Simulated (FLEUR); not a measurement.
The system is SrCl2.

```
Sr Cl
1.0
     0.00000    3.48835    3.48835
     3.48835    0.00000    3.48835
     3.48835    3.48835    0.00000
Sr Cl
1 2
Cartesian
  0.0000 0.0000 0.0000
  5.2325 5.2325 5.2325
  1.7442 1.7442 1.7442
```

Base run:

```yaml
Program: FLEUR MaX-R8.1 (later development tree)
Functional: r2SCAN
Potentials_or_basis: all-electron
Basis: FLAPW
Kmax: 4.1 1/bohr
k_mesh: 7 × 7 × 7
Occupations: fermi-dirac, width 0.05 eV
Spin: no spin polarisation
```

Its results: band gap on the k mesh 5.91 eV, indirect (least direct gap 6.14 eV).

The run is repeated on the same cell with these changes: functional from r2SCAN to PBEsol; muffin-tin radii from Sr 2.66, Cl 2.56 bohr to Sr 2.65, Cl 2.48 bohr. What comes out?

Band gap on the k mesh 5.18 eV, indirect (least direct gap 5.48 eV).

Caveats: the meta-GGA is that of a development version, with a GGA for the radial functions and cores and without core tails (some runs); an odd mesh through Γ misses points on the zone boundary, where band edges often lie (some runs).

Not every run made on this cell is shown here.
